Question: Is a gap of 0.000 eV a very small gap, or something else?

I work on coatings for infrared detectors and was handed these LDA gaps for zinc, cadmium and mercury compounds, all in the same crystal structure.

Band gaps of AB compounds in the cubic space group F-43m (216), computed with Ansatz 0.2.0 using LDA, plane waves and PAW, with a cutoff of 420 eV and no spin polarisation. The cells were relaxed with r2SCAN and kept fixed for the LDA runs. Smearing is of Fermi-Dirac type; a width of 0 eV means fixed occupations.

```
formula  element on site A  Z A  element on site B  Z B  difference of Pauling electronegativities  volume per atom (Å³)  shortest distance (Å)  k mesh  smearing width  band gap, LDA (eV)  gap kind, LDA
    ZnS                 Zn   30                  S   16                                       0.93                 19.55                  2.333   8×8×8            0 eV               1.896         direct
   ZnSe                 Zn   30                 Se   34                                        0.9                 22.72                  2.453   8×8×8            0 eV               1.038         direct
    CdS                 Cd   48                  S   16                                       0.89                 25.39                  2.545   8×8×8            0 eV               0.814         direct
   CdTe                 Cd   48                 Te   52                                       0.41                 35.28                  2.840   6×6×6            0 eV               0.402         direct
    HgS                 Hg   80                  S   16                                       0.58                 26.07                  2.568   8×8×8         0.02 eV               0.000           zero
   HgSe                 Hg   80                 Se   34                                       0.55                 29.58                  2.678   8×8×8         0.02 eV               0.000           zero
   HgTe                 Hg   80                 Te   52                                        0.1                 35.59                  2.849   6×6×6         0.02 eV               0.000           zero
```

CdTe and HgTe have nearly the same bond length, yet one has a gap of 0.402 eV and the other has none. Are the three zeros tiny gaps that were rounded away, or did the smearing of 0.02 eV wash them out? I also recall that CdTe really has a gap of roughly 1.5 eV. Can I multiply the whole column by some factor to repair it?

Answer:

The zeros are neither rounded nor washed out, and no factor will repair the column. Both points follow from two energies at Γ, the centre of the Brillouin zone, where all the positive gaps in the table lie. One is a single level made of s orbitals, mostly of the metal but with a share from S, Se or Te, with room for two electrons; call its energy E_s. The other is a set of three equal levels made largely of p orbitals of S, Se or Te, with room for six; call its energy E_p. Six electrons have to be placed in these four levels.

In the normal order E_s lies above E_p. The six electrons fill the p-like levels, the s-like level stays empty, and the gap is the distance between them. If E_s drops below E_p, the s-like level takes two electrons and only four remain for the three p-like levels. These are then partly filled, and since cubic symmetry keeps them at one energy, the highest filled and the lowest empty state coincide. The column therefore follows this rule:

gap = E_s − E_p, if E_s lies above E_p
gap = 0, if E_s lies below E_p

HgSe shows the second case directly. At Γ it has sixteen full bands, and above them three equal levels that share 4.01 electrons, where the normal order would put six. Which orbitals these levels are made of is the standard picture for this family of compounds; the filling itself is a result of the calculation.

For HgS and HgTe the same filling can be read from the position of the Fermi level. With smearing of width w, a level that lies δ below the Fermi level is filled to the fraction

f = 1 / (1 + exp(−δ/w))

Four electrons in six places means f = 2/3, so exp(−δ/w) = 1/2 and

δ = w ln 2 = 0.02 eV × 0.693 = 0.0139 eV

The calculation puts the Fermi level 0.0141 eV above the touching levels in HgS and 0.0139 eV above them in HgTe. The estimate uses only the smearing width and the count of electrons at Γ, and it meets both values to about 0.0002 eV. It works because Γ is practically the only point of the k mesh with partly filled levels, as the fillings of HgSe show; on a much finer mesh the Fermi level could sit elsewhere.

Two limiting cases show what this agreement excludes. Suppose first that the gap had only just closed, with E_s equal to E_p. Six electrons would then share eight places, f would be 3/4, and δ would be w ln 3, or 0.022 eV, which is clearly not what was found. So the s-like level lies well below the p-like ones, by at least a few smearing widths. Now let the smearing shrink to nothing: δ vanishes, but four electrons still have to share six places, and the gap is still zero. Smearing shifts the Fermi level by a hair; it does not close the gap.

Your comparison of CdTe with HgTe also shows that bond length is not what separates them. The bond grows by only 0.009 Å, and still the whole gap is lost. A simple argument from ionic character fails as well, because HgS has a larger difference of electronegativities than CdTe and yet no gap. The accepted cause is relativity. Electrons in s orbitals come close to the nucleus, and near a nucleus as heavy as mercury they move so fast that the orbital contracts and its energy drops. That lowers E_s. Relativity also pushes the 5d shell of mercury up, well above where the 4d shell of cadmium sits, and these d levels are expected to press E_p upwards from below. Both shifts close the gap; the first is usually taken to be the larger, but the table can't separate them.

The same two levels help to read the other rows. Going from S to Se brings E_p up and also lengthens the bond, and replacing the sulphur of ZnS by selenium lowers the gap from 1.896 to 1.038 eV. From ZnS to CdS the gap falls to 0.814 eV, but not because cadmium has a deeper s level: that of the free atom is slightly shallower than zinc's. Here the bond grows from 2.333 to 2.545 Å, and in crystals of this type a longer bond brings E_s down towards E_p. These two rules are not the whole story. From CdS to CdTe the bond grows even more, from 2.545 to 2.840 Å, and the p level of tellurium lies higher still, yet the gap falls only from 0.814 to 0.402 eV. The expected reason is the share of the partner's s orbital in E_s: it lies much higher in tellurium than in sulphur or selenium and holds E_s up. Bond length is thus one influence among several, and it can't explain the step from cadmium to mercury.

Now to the failure of LDA itself. Set against rough, recalled measured gaps, ZnS comes out about 1.8 eV too small and CdTe about 1.1 eV. LDA thus recovers about half of the gap in ZnS but only about a quarter in CdTe. A factor of two that repairs ZnS would leave CdTe at 0.8 eV, and it would leave every zero at zero. Adding one fixed amount to the four positive gaps would come closer than multiplying them by one factor, but it can't be carried over to the zeros, which are not distances between E_s and E_p.

Theory offers two reasons, both of which act in the same direction. The gap between Kohn-Sham levels leaves out a jump in the exchange-correlation potential that occurs when an electron is added, so it tends to be smaller than the energy needed to create a separate electron and hole. In addition, LDA lets an electron repel part of itself, which hurts most in compact d shells and places the d levels of the metal too high. There they push harder against the p-like levels above them and raise E_p. How much each reason contributes in these compounds can't be read from the gaps.

An error of this kind has different consequences at the two ends of the series. Where the true distance between E_s and E_p is clearly larger than the error, as in ZnS, the gap comes out too small but the material is still a semiconductor. Where the true distance is smaller than the error, the order of the levels flips and the column shows zero. A wrong number has then become a wrong kind of material, and the zero gives no hint of how far the levels have crossed.

This is why the three zeros deserve different degrees of trust. HgSe and HgTe are known from experiment to have the inverted order, so for them the zero is right, although LDA probably exaggerates the inversion. For HgS in this structure the order is still debated, and an error of more than 1 eV is ample to turn a small positive gap into an inversion. Spin-orbit coupling, which is left out here, could also open a small gap in HgS even if its levels are inverted. I would not call HgS a semimetal on the strength of this table.

CdTe has a trap of its own. In eV it seems to have the smallest error of the four semiconductors, but the calculation leaves out spin-orbit coupling, which is strong in tellurium. This coupling splits the three p-like levels and lifts the upper part by roughly 0.3 eV, a recalled value, which would leave a gap of only about 0.1 eV. The shortfall would then be about 1.4 eV. That is nearer to the other semiconductors but still the smallest of the four, and the weaker coupling in selenium would raise the shortfall of ZnSe somewhat as well. The printed value looks better than LDA deserves because one omission hides part of another error.

The choice of crystal cells matters too, though less. They were relaxed with r2SCAN, and LDA would prefer them smaller, as the negative pressures of −2.6 to −4.0 GPa show. Stretching a crystal of this type lowers E_s relative to E_p, typically by about two tenths of an eV at such pressures, so the positive gaps would come out somewhat larger at LDA's own cells. The PAW datasets were also made for PBE and not for LDA, which can shift the levels a little. That is worth knowing if you compare with LDA gaps from another source, but it is far too little to explain an error above 1 eV.

For your coatings the difference is a practical one. The longest wavelength, in micrometres, at which a semiconductor absorbs light by lifting electrons across its gap is about 1.2 divided by the gap in eV. With the printed gap, CdTe would absorb out to about 3 µm; with the real one it stops near 0.8 µm and leaves a wide infrared range where a pure crystal is transparent. So don't take an absorption edge from this column. If you need to compare the mercury compounds with one another, ask for E_s − E_p with its sign, from a calculation that includes spin-orbit coupling and goes beyond LDA. The differences and fillings used here are in the printed output below.

Output of the analysis:

```
rows with zero gap, count: 3
bond change CdS to HgS, Å: 0.023
bond change CdTe to HgTe, Å: 0.009
electronegativity difference, HgS less CdTe: 0.17
HgSe, electrons left above the 16 full bands: 4
HgSe, electrons printed in the three equal levels: 4.012
Fermi level above touching level, HgS, eV: 0.01405
Fermi level above touching level, HgSe, eV: 0.01404
Fermi level above touching level, HgTe, eV: 0.01386
offset expected for a level two thirds full, eV: 0.01386
shortfall against rough measured gap, ZnS, eV: 1.804
shortfall against rough measured gap, ZnSe, eV: 1.662
shortfall against rough measured gap, CdS, eV: 1.686
shortfall against rough measured gap, CdTe, eV: 1.098
LDA gap as percentage of rough measured gap, ZnS: 51.24
LDA gap as percentage of rough measured gap, ZnSe: 38.44
LDA gap as percentage of rough measured gap, CdS: 32.56
LDA gap as percentage of rough measured gap, CdTe: 26.8
CdTe gap left after rough spin-orbit lowering, eV: 0.102
CdTe shortfall after rough spin-orbit lowering, eV: 1.398
most negative pressure, GPa: -3.963
least negative pressure, GPa: -2.59
```
